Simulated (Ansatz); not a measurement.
## V_O in SiO2 (P3_121): convergence with the plane-wave cutoff

Question: how much does the plane-wave cutoff change the (+1/0) level of V_O in SiO2 (P3_121), and what does each choice cost? Model: a cell of 72 host atoms with 1 O taken out.

Method: plane-wave PAW DFT; relaxations with PBEsol, then single points with PBEsol, on supercells at fixed charge in a uniform background, in Ansatz 0.2.0.

## Step 1: The starting structure

The cell holds 71 atoms: 24 Si and 47 O. Its edges and angles: a = 9.897 Å, b = 9.897 Å, c = 10.883 Å, α = 90.0°, β = 90.0°, γ = 120.0°. It derives from SiO2 (space group P3_121). Nearest the centre at fractional (0.294, 0.427, 0.559): Si10 at 1.62 Å, Si29 at 1.62 Å, O9 at 2.63 Å, O33 at 2.64 Å, O15 at 2.64 Å, O34 at 2.65 Å, O14 at 2.67 Å, O4 at 2.67 Å. The cell carries charge +1.

Coordinates:

```xyz
71
Lattice="9.8968 0.0000 0.0000 -4.9484 8.5709 0.0000 0.0000 0.0000 10.8826" Properties=species:S:1:pos:R:3 pbc="T T T"
Si    1.3106    2.2701    0.0000
Si   -1.1636    2.0154    3.6275
Si    2.3271    0.0000    1.8138
O     0.3011    1.7677    4.2735
O     0.7928    3.6623    0.6460
O    -1.0939    3.1409    2.4598
O     1.3803    1.1446    1.1678
O     3.2670    0.6231    2.9815
O     2.7753    2.5178    4.7953
Si    1.3106    2.2701    5.4413
Si   -1.1636    2.0154    9.0688
Si    2.3271    0.0000    7.2551
O     0.3011    1.7677    9.7148
O    -1.0939    3.1409    7.9011
O     1.3803    1.1446    6.6091
O     3.2670    0.6231    8.4228
O     2.7753    2.5178   10.2366
Si   -1.1636    6.5555    0.0000
Si   -3.6378    6.3008    3.6275
Si   -0.1471    4.2854    1.8138
O    -2.1731    6.0531    4.2735
O    -1.6814    7.9478    0.6460
O    -3.5681    7.4263    2.4598
O    -1.0939    5.4300    1.1678
O     0.7928    4.9085    2.9815
O     0.3011    6.8032    4.7953
Si   -1.1636    6.5555    5.4413
Si   -3.6378    6.3008    9.0688
Si   -0.1471    4.2854    7.2551
O    -2.1731    6.0531    9.7148
O    -1.6814    7.9478    6.0873
O    -3.5681    7.4263    7.9011
O    -1.0939    5.4300    6.6091
O     0.7928    4.9085    8.4228
O     0.3011    6.8032   10.2366
Si    6.2590    2.2701    0.0000
Si    3.7848    2.0154    3.6275
Si    7.2755    0.0000    1.8138
O     5.2495    1.7677    4.2735
O     5.7412    3.6623    0.6460
O     3.8545    3.1409    2.4598
O     6.3287    1.1446    1.1678
O     8.2154    0.6231    2.9815
O     7.7237    2.5178    4.7953
Si    6.2590    2.2701    5.4413
Si    3.7848    2.0154    9.0688
Si    7.2755    0.0000    7.2551
O     5.2495    1.7677    9.7148
O     5.7412    3.6623    6.0873
O     3.8545    3.1409    7.9011
O     6.3287    1.1446    6.6091
O     8.2154    0.6231    8.4228
O     7.7237    2.5178   10.2366
Si    3.7848    6.5555    0.0000
Si    1.3106    6.3008    3.6275
Si    4.8013    4.2854    1.8138
O     2.7753    6.0531    4.2735
O     3.2670    7.9478    0.6460
O     1.3803    7.4263    2.4598
O     3.8545    5.4300    1.1678
O     5.7412    4.9085    2.9815
O     5.2495    6.8032    4.7953
Si    3.7848    6.5555    5.4413
Si    1.3106    6.3008    9.0688
Si    4.8013    4.2854    7.2551
O     2.7753    6.0531    9.7148
O     3.2670    7.9478    6.0873
O     1.3803    7.4263    7.9011
O     3.8545    5.4300    6.6091
O     5.7412    4.9085    8.4228
O     5.2495    6.8032   10.2366
```

The host's dielectric constants go in as inputs: (2.49, 2.49, 2.52) for the electrons alone, (4.63, 4.63, 4.85) with the ions, computed on the host (DFPT, PBEsol).

The cell's shortest repeat is 9.9 Å.

## Step 2: Relaxing both charge states, PBEsol

The study needs fixed structures, so each charge is relaxed once, at one point at (¼, ¼, ¼), from small random displacements that break the symmetry of the site.

qp1_M1.relax/input.yaml reads:

```yaml
crystal:
  lattice:
    - [4.94840307, 0.0, 0.0]
    - [-2.47420154, 4.28544277, 0.0]
    - [0.0, 0.0, 5.44132159]
  atoms:
    - { symbol: Si, position: [0.529716, 0.529716, 0.0] }
    - { symbol: Si, position: [0.0, 0.470284, 0.666667] }
    - { symbol: Si, position: [0.470284, 0.0, 0.333333] }
    - { symbol: O, position: [0.267083, 0.412486, 0.785388] }
    - { symbol: O, position: [0.587514, 0.854597, 0.118721] }
    - { symbol: O, position: [0.145403, 0.732917, 0.452054] }
    - { symbol: O, position: [0.412486, 0.267083, 0.214612] }
    - { symbol: O, position: [0.732917, 0.145403, 0.547946] }
    - { symbol: O, position: [0.854597, 0.587514, 0.881279] }
  supercell: [2, 2, 2]
  defects: [{ vacancy: 13 }]
total_charge: 1
basis:
  ecutwfc: 420
  xc_grid: 2
hamiltonian:
  xc: pbesol
  pseudopotentials: { kind: paw, azcp: { folder: soft_1 }, xc_functional: pbe }
kpoints:
  mp_grid: { grid: [1, 1, 1], shift: [0.25, 0.25, 0.25] }
magnetization:
  spin_polarized: true
  initial_magnetization: 1
  spin_locking: { lock_magnetization: hard }
scf:
  occupations: { method: fixed }
  max_iter: 100
output:
  forces: true
  charged_corrections:
    epsilon: [2.49, 2.49, 2.52]
    static_epsilon: [4.63, 4.63, 4.85]
    defect_position: [0.293757, 0.427298, 0.55936]
relax:
  f_tol: 0.015
  max_steps: 60
  random_displacement: { amplitude: 0.04, seed: 1475 }
checkpoint:
  write: "../qp1_M1.relax.run"
  compress: false
  write_wavefunctions: true
  write_every: 100000
```

The run is started by

```
> ansatz run input.yaml --threads 32 --pin off --max-ram 84787MiB --backend cuda --events-out ev --progress --plain --runs-dir out --max-vram 78GiB
```

Numbers of over 12 decimals in the logs are rounded to 6 here.

The log of the run:

```text
[... repeated set-up lines and file paths are left out, and long positions are rounded to six places ...]
Engine: ansatz 0.2.0, aarch64-unknown-linux-gnu
Pseudopotentials: kind: paw
Pseudopotential: Si, paw, valence charge 4, recommended cutoff 420 eV (normal), soft_1/Si.paw.azcp
Pseudopotential: O, paw, valence charge 6, recommended cutoff 420 eV (normal), soft_1/O.paw.azcp
Functional definition: PBEsol
  exchange = pbesol_x
  correlation = pbesol_c
[...]
Crystal: 71 atoms, lattice volume = 923.114 Å³
Basis set: ecut = 420 eV, 18049 PW (Γ), exchange–correlation on 144×144×150 points (8 copies of the dense FFT grid, shifted against one another)
Bands: 260, of which v1, the nominal top of the filled ones, is band 189 counted from 1 (188 counted from 0)
Symmetry: 1 space group operations
k-points: 1
Non-local potential: Si, projectors of the file, l = 0: 2, l = 1: 2, l = 2: 1
Non-local potential: O, projectors of the file, l = 0: 2, l = 1: 2, l = 2: 1
PAW form: soft (Blöchl's): semilocal exchange-correlation on the pseudo side does not see the compensation charge
PAW frozen core: Si, regenerated for the run's functional, and the local potential with it (the file was generated under x = pbe(κ = 0.804, μ = 0.219515), c = pbe(β = 0.066725))
PAW frozen core: O, regenerated for the run's functional, and the local potential with it (the file was generated under x = pbe(κ = 0.804, μ = 0.219515), c = pbe(β = 0.066725))
PAW one-centre angular grid: Si, 110 points (default); XC on 64 Gauss nodes
PAW one-centre angular grid: O, 110 points (default); XC on 64 Gauss nodes
Initial density: superposition of atomic densities (chi_scale 0.1, normalization cell, long waves kept (reshape's long-wave potential 0.19 eV rms))
Starting moments: Σ|m| = 1 μB on 71 of 71 sites
Initial wavefunctions: pseudopotential atomic-orbital guess
[...]
Functional: x = pbesol(κ = 0.804, μ = 0.123457), c = pbesol(β = 0.046)
SCF iter   1: F=—  HF=-41394.056750 eV  |Δ(HF+E_count)|=         —  Δρ=6.39e-2 (↑6.26e-2 ↓6.39e-2)  dr2=1.35e2  dr2_m=1.29e-1  M=1.000 μB ∫|m|=1.042 μB  Hψ=1708
preconditioner: auto → Resta (q_TF=auto, 2.350 Å⁻¹)  ε∞=2.8  [insulator: Δε(μ)=2.835 eV  Ē_g=17.752 eV  n_scr=212 (ndim 8)  ℏωp=23.7 eV  f_vac=0.006  ε∞_Penn≈2.8]
spin=Collinear: Resta preconditioning applied to the charge; magnetization (m = ρ↑ − ρ↓) channel mixes plain (no charge-response kernel on spin).
SCF iter   2: F=—  HF=-41362.811621 eV  |Δ(HF+E_count)|=    3.12e1  Δρ=2.91e-2 (↑2.83e-2 ↓2.91e-2)  dr2=2.88e1  dr2_m=6.27e-2  M=1.000 μB ∫|m|=1.032 μB  Hψ=942
[...]
SCF iter   9: F=-41356.197022 eV  HF=-41356.197010 eV  |Δ(HF+E_count)|=   4.04e-5  Δρ=1.15e-5 (↑1.12e-5 ↓1.15e-5)  dr2=4.33e-6  dr2_m=1.98e-8  M=1.000 μB ∫|m|=1.044 μB  Hψ=1909
SCF 1 converged in 9 iterations: F = -41356.197022 eV  dr2 = 4.33e-6
[... from here on, the SCF cycles and remarks between the steps are left out, and one step in 2 is shown ...]
relax step   1: F+E_penalty+E_count = -41356.19702154 eV  Δ(F+E_penalty+E_count) = +0.000e0 eV  max|allowed force component| = 3.341e0 eV/Å  Δτ_max = 0.0000 Å  (9 SCF iters, dr2 threshold 5.63e-6 eV, accepted)
relax step   2: F+E_penalty+E_count = -41357.34106556 eV  Δ(F+E_penalty+E_count) = -1.144e0 eV  max|allowed force component| = 2.132e0 eV/Å  Δτ_max = 0.0489 Å  (7 SCF iters, dr2 threshold 1.00e-4 eV, accepted)
relax step   4: F+E_penalty+E_count = -41358.36632224 eV  Δ(F+E_penalty+E_count) = -5.057e-2 eV  max|allowed force component| = 1.038e-1 eV/Å  Δτ_max = 0.0924 Å  (7 SCF iters, dr2 threshold 8.10e-6 eV, accepted)
relax step   6: F+E_penalty+E_count = -41358.38399065 eV  Δ(F+E_penalty+E_count) = -4.796e-3 eV  max|allowed force component| = 7.753e-2 eV/Å  Δτ_max = 0.0271 Å  (6 SCF iters, dr2 threshold 3.45e-6 eV, accepted)
relax step   8: F+E_penalty+E_count = -41358.38595925 eV  Δ(F+E_penalty+E_count) = -3.479e-4 eV  max|allowed force component| = 3.449e-2 eV/Å  Δτ_max = 0.0241 Å  (8 SCF iters, accepted)
relax step   9: F+E_penalty+E_count = -41358.38636700 eV  Δ(F+E_penalty+E_count) = -4.077e-4 eV  max|allowed force component| = 6.814e-3 eV/Å  Δτ_max = 0.0062 Å  (7 SCF iters, accepted)
[...]
NSCF: frozen V_eff on 1 k-points
[...]
SCF converged after 7 iterations
Stability checked in part: among states of this total moment the steps that led to this state did not find it unstable. No probe was made; neither looks for a lower state of another moment (fixed_total_moment; see scf.lower_state_search)
Magnetization: 1.0000 μB (189.0000 up, 188.0000 down)
Absolute magnetization: 1.0382 μB (∫|ρ↑−ρ↓|, with the PAW one-centre terms)
Spin contamination: 0.0018 ħ² per cell (⟨S²⟩ above its minimum at these occupations)
Per-site moments (μB) at R_I (Å): [(-3.2501975190842923e-6, 0.667296), (0.000282807, 0.663528), (1.466902400838829e-5, 0.667745), [... 6 left out ...]
Free energy (F): -41358.386367 eV
Harris-Foulkes:  -41358.386367 eV  (|F-HF|=7.78e-9)
Internal energy: -41358.386367 eV  (E = F + TS)
E sigma→0 (E₀):  -41358.386367 eV
Fermi energy:    2.794671 (↑ 2.794671, ↓ 2.176432) eV
--- Per-component energies (eV) ---
  E_band       = -1732.446630
  E_kinetic    = 9100.829831
  E_local      = -23349.648133  (includes V_loc(G=0)·N_el)
  E_nonlocal   = 3004.030901
  E_hartree    = 8538.877337
  E_xc         = -4676.370723
  E_vxc        = -5426.117396  (∫ρ·V_xc dr)
  E_paw        = -19375.226368  (= ΣΔE_a)
  E_vpaw       = -2139.333090  (= ΣTr[D̂ρ^β])
  E_aug_tail   = 0.039174  (compensation charges beyond the density's cutoff)
  E_ewald      = -14603.334374
  E_core_change = 2.415989  (= ΣΔE_core)
  E_smearing   = -0.000000  (= −TS)
  E_closure    = -0.000000  (closes the sum)
  E_deformation_potential = 11.559707  (in the stress; not in F)
  Σ components = -41358.386367   (vs F -41358.386367, Δ=0.00e0)
--- Forces (eV/Å), atoms counted from 1 ---
  atom   1  Si    -0.00002952     0.00258986     0.00187171
  atom   2  Si    -0.00438731     0.00193125    -0.00363682
  [... 1 atom left out ...]
  atom   4  O     -0.00125295     0.00138931    -0.00157355
  [... 2 atoms left out ...]
  [... 65 more lines of this table ...]
  max |Σ_I F_I| component: 2.35e-5 eV/Å
--- Charged-cell corrections in eV (Makov–Payne, q = +1.000 e, ε = [4.630, 4.630, 4.850]) ---
  F (periodic)     = -41358.386367  (uncorrected; the corrections below are reported, never added to it)
  E_corr1          = +0.446640  (monopole, q²α_M/2ε̄L, of the cell on which ε is isotropic)
  F Makov-Payne    = -41357.939727  (F + E_corr1; no measured alignment; for a localised charge, not one spread in a band: unchecked)
  no potential alignment in this run, which stands beside a crystal: run the host's input off ansatz write-host-input, and read the two finished runs by ansatz place-levels (neither reads a slab, a wire or a sheet, whose cell leaves a vacuum)
--- Band table (eV) ---
  k-point 0 ↑: bands = ["-17.0245", "-16.9163", "-16.7714", "-16.7346", "-16.6487", "-16.5737", "-16.5211", "-16.4539", "-16.3577", [... rest cut ...]
  k-point 0 ↓: bands = ["-16.9797", "-16.8652", "-16.7556", "-16.7201", "-16.6400", "-16.5630", "-16.5119", "-16.4439", "-16.3386", [... rest cut ...]
--- Relaxed structure (9 steps of the walk, 9 accepted, 0 SCFs on fresh bases) ---
  F+E_penalty+E_count = -41358.38636700 eV   max|allowed force component| = 6.814e-3 eV/Å
  atoms:
    - { symbol: Si, position: [0.263404, 0.263048, 0.001551] }
    - { symbol: Si, position: [-0.006464, 0.242442, 0.334010] }
    [... 1 atom left out ...]
    - { symbol: O, position: [0.127156, 0.222864, 0.407696] }
    [... 2 atoms left out ...]
  [... 65 more lines of this table ...]
```

Wall time 11 s (1 × NVIDIA GB200 with 32 threads of Arm Neoverse V2, shared host); peak memory 1.5 GiB; 29 s of CPU time.

The steps of the relaxation:

```tsv
step	energy less that of the first step (eV)	largest force component (eV/Å)
1	0.0000	3.3412
2	-1.1440	2.1321
3	-2.1187	0.3601
4	-2.1693	0.1038
5	-2.1822	0.2039
6	-2.1870	0.0775
7	-2.1886	0.0301
8	-2.1889	0.0345
9	-2.1893	0.0068
```

The atoms that moved most (Å, from the sites as typed, ahead of the random displacement, the mean shift of all atoms taken out):

```tsv
atom	dx	dy	dz	length
O33	0.242	-0.224	-0.281	0.433
O4	-0.142	0.144	0.165	0.261
O31	0.051	-0.170	0.132	0.221
O14	0.090	-0.124	-0.091	0.178
O9	-0.091	0.131	-0.017	0.160
O44	-0.140	0.058	-0.049	0.160
O39	-0.130	-0.024	0.088	0.159
O26	0.019	0.104	-0.091	0.140
```

Neighbours of the ideal centre at the end:

```tsv
atom	distance (Å)
Si29	1.559
Si10	1.659
O33	2.270
O4	2.490
O9	2.513
O34	2.569
O14	2.573
O15	2.708
```

```tsv
charge	moment set (μB)	steps	largest displacement (Å)	time
0	0	8	0.56	7.7 s
+1	1	9	0.43	11 s
```

The relaxation ends 31 meV an atom lower than the displaced start, with a largest force component of 0.0068 eV/Å.

(Continued in part 2 of 2.)

[Logs are printed without paths, hosts, clocks, repeated set-up lines and the standing remarks that a program may print on its own settings, such as how far it seeks lower states.]

[Hosts, paths, dates, database ids (printed as entryN), source tags and the programs' standing remarks are cut or masked in the printed files.]

[Where a table of states has a column of steps, it counts the stored structures, which are thinned; the runs took as many ionic steps or more.]

[For some hosts the program warned that the k-mesh of the response run may be too coarse for force constants and the static dielectric constant; such warnings are not shown here.]
